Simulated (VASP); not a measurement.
# NaCl (Fm-3m) in VASP: a series of runs, part 2 of 2

VASP 6.6.1.

## Step 3: Relaxation of cell and atoms, PBE+D3(BJ)

INCAR reads:

```
SYSTEM = NaCl
PREC = Accurate ; ENCUT = 600
EDIFF = 1E-7 ; ISMEAR = 0
SIGMA = 0.02 ; LREAL = .FALSE.
LASPH = .TRUE. ; NELM = 60
ALGO = Normal ; ISIF = 3
LWAVE = .FALSE. ; LCHARG = .FALSE.
GGA = PE ; IVDW = 12
IBRION = 2 ; NSW = 90
EDIFFG = -0.005
```

KPOINTS reads:

```
Automatic mesh
0
G
  8 8 8
  0 0 0
```

POSCAR reads:

```
NaCl
1.0
    0.0000000000      2.8434500000      2.8434500000
    2.8434500000      0.0000000000      2.8434500000
    2.8434500000      2.8434500000      0.0000000000
Na Cl
1 1
Direct
    0.0000000000      0.0000000000      0.0000000000
    0.5000000000      0.5000000000      0.5000000000
```

Potentials or basis: VASP PAW PBE potentials, release 64 (Na_pv, Cl).

Started as:

```
$ cat potpaw_PBE.64/Na_pv/POTCAR potpaw_PBE.64/Cl/POTCAR > POTCAR
$ mpirun -np 1 vasp_std > vasp.out
```

OUTCAR:

```text
SYSTEM = NaCl
   PREC = Accurate
   ENCUT = 600
   EDIFF = 1E-7
   ISMEAR = 0
   LREAL = .FALSE.
   LASPH = .TRUE.
   NELM = 60
   ISIF = 3
   GGA = PE
   IVDW = 12
   IBRION = 2
   NSW = 90
   EDIFFG = -0.005
 IVDW          = 12

 ion  position               nearest neighbor table
   1  0.000  0.000  0.000-
   2  0.500  0.500  0.500-

  LATTYP: Found a face centered cubic cell.
 ALAT       =     5.6869000000

  Lattice vectors:

 A1 = (   0.0000000000,   2.8434500000,   2.8434500000)
 A2 = (   2.8434500000,   0.0000000000,   2.8434500000)
 A3 = (   2.8434500000,   2.8434500000,   0.0000000000)

Analysis of symmetry for initial positions (statically):
=====================================================================
 Subroutine PRICEL returns:
 Original cell was already a primitive cell.

 Routine SETGRP: Setting up the symmetry group for a
 face centered cubic supercell.

 Subroutine GETGRP returns: Found 48 space group operations
 (whereof 48 operations were pure point group operations)
 out of a pool of 48 trial point group operations.

The static configuration has the point symmetry O_h .

Analysis of symmetry for dynamics (positions and initial velocities):
=====================================================================
 Subroutine PRICEL returns:
 Original cell was already a primitive cell.

 Routine SETGRP: Setting up the symmetry group for a
 face centered cubic supercell.

 Subroutine GETGRP returns: Found 48 space group operations
 (whereof 48 operations were pure point group operations)
 out of a pool of 48 trial point group operations.

The dynamic configuration has the point symmetry O_h .

 Subroutine INISYM returns: Found 48 space group operations
 (whereof 48 operations are pure point group operations),
 and found     1 'primitive' translations

----------------------------------------------------------------------------------------

                                     Primitive cell

  volume of cell :      45.9798

  direct lattice vectors                    reciprocal lattice vectors
     0.000000000  2.843450000  2.843450000    -0.175842726  0.175842726  0.175842726
[... 102 lines left out ...]
   EFERMI_NEDOS =   21; number of points for ismear=-14 and -15
   IALGO  =     38    algorithm
   IMIX   =      4    mixing-type and parameters
     AMIX     =   0.40;   BMIX     =  1.00
     AMIX_MAG =   1.60;   BMIX_MAG =  1.00
  volume/ion in A,a.u.               =      22.99       155.14
  Fermi-wavevector in a.u.,A,eV,Ry     =   1.101358  2.081265 16.503729  1.212990
  Thomas-Fermi vector in A             =   2.237784
   LORBIT       =      0    0 simple, 1 ext, 2 COOP (PROOUT), +10 PAW based schemes
   GGA     = PE    functional components
   LHFCALC =     F    Hartree Fock is set to
   AEXX    =    0.0000 exact exchange contribution
   IVDW    =    12    specifies the selected vdW correction
   LEPSILON=     F    determine dielectric tensor
   LRPA    =     F    only Hartree local field effects (RPA)
 conjugate gradient relaxation of ions
 non-spin polarized calculation
 Gauss-broadening in eV      SIGMA  =   0.02
  energy-cutoff  :      600.00
  volume of cell :       45.98
 maximum number of plane-waves:      1572
   NGX = 17   NGY = 17   NGZ = 17

--------------------------------------- Ionic step        1  -------------------------------------------

 number of electron      13.9999998 magnetization

 Free energy of the ion-electron system (eV)
  ---------------------------------------------------
  ext. energy  EPLUGINS =         0.00000000
  ---------------------------------------------------
  free energy    TOTEN  =        -6.77809806 eV

  energy without entropy =       -6.77809806  energy(sigma->0) =       -6.77809806

------------------------ aborting loop because EDIFF is reached ----------------------------------------

 Edisp (eV)   -0.41799

 E8    (eV) :    -0.1750
[... 111 lines left out ...]
--------------------------------------- Ionic step        4  -------------------------------------------

 number of electron      14.0000010 magnetization

 Free energy of the ion-electron system (eV)
  ---------------------------------------------------
  ext. energy  EPLUGINS =         0.00000000
  ---------------------------------------------------
  free energy    TOTEN  =        -6.76409566 eV

  energy without entropy =       -6.76409566  energy(sigma->0) =       -6.76409566

 E-fermi :  -0.3560     XC(G=0):  -8.3068

 val. band max:       -0.5386238316   @ k =   0.0000   0.0000   0.0000
 cond. band min:       4.6983355423   @ k =   0.0000   0.0000   0.0000
 fundamental gap:      5.2369593739
 Fermi energy:        -0.3559985758

 k-point     1 :       0.0000    0.0000    0.0000
  band No.  band energies     occupation
      1     -21.2953      2.00000
      2     -21.2953      2.00000
      3     -21.2953      2.00000
      4     -13.2728      2.00000
      5      -0.5386      2.00000
      6      -0.5386      2.00000
      7      -0.5386      2.00000
      8       4.6983      0.00000
      9      10.6144      0.00000
     10      10.6144      0.00000
     11      10.6144      0.00000
[... 309 lines left out ...]
 k-point    24 :      -0.3750    0.2500    0.1250
  band No.  band energies     occupation
      1     -21.3227      2.00000
      2     -21.3047      2.00000
      3     -21.3003      2.00000
      4     -12.8672      2.00000
      5      -2.2758      2.00000
      6      -1.3447      2.00000
      7      -0.9755      2.00000
      8       7.8759      0.00000
      9       9.1423      0.00000
     10       9.8613      0.00000
     11      11.3152      0.00000

 [... further k-points ...]

------------------------ aborting loop because EDIFF is reached ----------------------------------------

 Edisp (eV)   -0.44388

 E8    (eV) :    -0.1856
[... 25 lines left out ...]
  FREE ENERGIE OF THE ION-ELECTRON SYSTEM (eV)
  ---------------------------------------------------
  free  energy   TOTEN  =        -7.2079742008 eV

  energy  without entropy=       -7.2079742008  energy(sigma->0) =       -7.20797420

 reached required accuracy - stopping structural energy minimisation
```

Run time: 23 s. Hardware: 1 thread of Intel Xeon Platinum 8559C (Emerald Rapids), shared host; peak memory 0.19 GiB.

Results:

```yaml
Free_energy: -7.2080 eV
Relaxed_volume: 21.70 Å³/atom
Relaxed_cell: a = 3.945 Å, b = 3.945 Å, c = 3.945 Å, α = 60.00°, β = 60.00°, γ = 60.00°
Space_group_after_relaxing_to_0.05_Å: Fm-3m (No. 225)
Energy_gained_by_relaxing: 5.9 meV/atom
Ionic_steps: 4
Pressure_after_relaxing: 0.0 GPa
Band_gap_on_the_k_mesh: 5.24 eV, direct
Dispersion_energy_per_atom: -0.222 eV
```

Step by step:
```csv
step,energy change (eV),largest force (eV/Å),pressure (GPa),volume (Å³)
1,0.0000,0.0000,-1.40,45.98
2,-0.0089,0.0000,-0.74,44.65
3,-0.0119,0.0000,-0.06,43.50
4,-0.0119,0.0000,0.01,43.41
```

Final structure:
```
Na Cl
1.0
     0.00000    2.78942    2.78942
     2.78942    0.00000    2.78942
     2.78942    2.78942    0.00000
Na Cl
1 1
Direct
  0.00000 0.00000 0.00000
  0.50000 0.50000 0.50000
```

Levels at points of the mesh, in eV from the valence-band top:
```tsv
k point	band 4	band 5	band 6	band 7	band 8	band 9	band 10	band 11
(0.00, 0.00, 0.00)	-12.73	0.00	0.00	0.00	5.24	11.15	11.15	11.15
(0.50, 0.00, 0.00)	-12.36	-2.02	-0.28	-0.28	7.33	10.90	11.05	11.05
(0.50, 0.50, 0.00)	-12.31	-1.75	-0.63	-0.63	7.63	8.05	11.56	15.07
```

PBE gaps usually lie below the measured ones, often by a third to a half.

## Step 4: Relaxation of cell and atoms, PBEsol

INCAR reads:

```
SYSTEM = NaCl
PREC = Accurate ; ENCUT = 300
EDIFF = 1E-7 ; ISMEAR = 0
SIGMA = 0.02 ; LREAL = .FALSE.
LASPH = .TRUE. ; NELM = 60
ALGO = Normal ; ISIF = 3
LWAVE = .FALSE. ; LCHARG = .FALSE.
GGA = PS ; IBRION = 2
NSW = 90 ; EDIFFG = -0.005
```

KPOINTS is that of step 3.

POSCAR is that of step 3.

Started as:

```
$ cat potpaw_PBE.64/Na_pv/POTCAR potpaw_PBE.64/Cl/POTCAR > POTCAR
$ mpirun -np 1 vasp_std > vasp.out
```

Run time: 8.9 s. Hardware: 1 thread of Intel Xeon Platinum 8559C (Emerald Rapids), shared host; peak memory 0.12 GiB.

The run converged. Its results:

```yaml
Free_energy: -6.9980 eV
Relaxed_volume: 21.93 Å³/atom
Relaxed_cell: a = 3.959 Å, b = 3.959 Å, c = 3.959 Å, α = 60.00°, β = 60.00°, γ = 60.00°
Space_group_after_relaxing_to_0.05_Å: Fm-3m (No. 225)
Energy_gained_by_relaxing: 4.4 meV/atom
Ionic_steps: 3
Pressure_after_relaxing: 0.0 GPa
Band_gap_on_the_k_mesh: 5.01 eV, direct
```

Step by step:
```
step  energy change (eV)  largest force (eV/Å)  pressure (GPa)  volume (Å³)
   1              0.0000                0.0000           -1.27        45.98
   2             -0.0070                0.0000           -0.60        44.78
   3             -0.0089                0.0000           -0.03        43.86
```

Final structure:
```xyz
2
Lattice="0.0000 2.7992 2.7992 2.7992 0.0000 2.7992 2.7992 2.7992 0.0000" Properties=species:S:1:pos:R:3 pbc="T T T"
Na    0.0000    0.0000    0.0000
Cl    2.7992    2.7992    2.7992
```

Levels at points of the mesh, in eV from the valence-band top:
| k point | band 4 | band 5 | band 6 | band 7 | band 8 | band 9 | band 10 | band 11 |
| --- | --- | --- | --- | --- | --- | --- | --- | --- |
| (0.00, 0.00, 0.00) | -12.70 | 0.00 | 0.00 | 0.00 | 5.01 | 11.03 | 11.03 | 11.03 |
| (0.50, 0.00, 0.00) | -12.33 | -2.04 | -0.28 | -0.28 | 7.11 | 10.68 | 10.92 | 10.92 |
| (0.50, 0.50, 0.00) | -12.28 | -1.76 | -0.63 | -0.63 | 7.50 | 7.87 | 11.29 | 14.82 |

Caveat: the cutoff is under 1.25 times the usual one of these potentials, so pressure, stress and relaxed cells hold a basis-set (Pulay) error; the PAW data sets were made with another functional, which shifts forces and pressure a little.

## Step 5: Overview

| level | cutoff (eV) | gap on the mesh (eV) | pressure (GPa) | relaxed volume (Å³/atom) |
| --- | --- | --- | --- | --- |
| PBE | 600 | 5.00 | 0.0 | 23.10 |
| PBE+D3(BJ) | 600 | 5.24 | 0.0 | 21.70 |
| PBEsol | 300 | 5.01 | 0.0 | 21.93 |

Alike in all rows: task relaxation of cell and atoms; potentials or basis VASP PAW PBE potentials, release 64 (Na_pv, Cl); no spin polarisation; cell relaxed; k mesh 8 × 8 × 8; smearing gaussian 0.02 eV.

Caveats: the cutoff is under 1.25 times the usual one of these potentials, so pressure, stress and relaxed cells hold a basis-set (Pulay) error (some runs); the PAW data sets were made with another functional, which shifts forces and pressure a little (some runs).

Absolute energies hang on the potentials; compare differences alone.
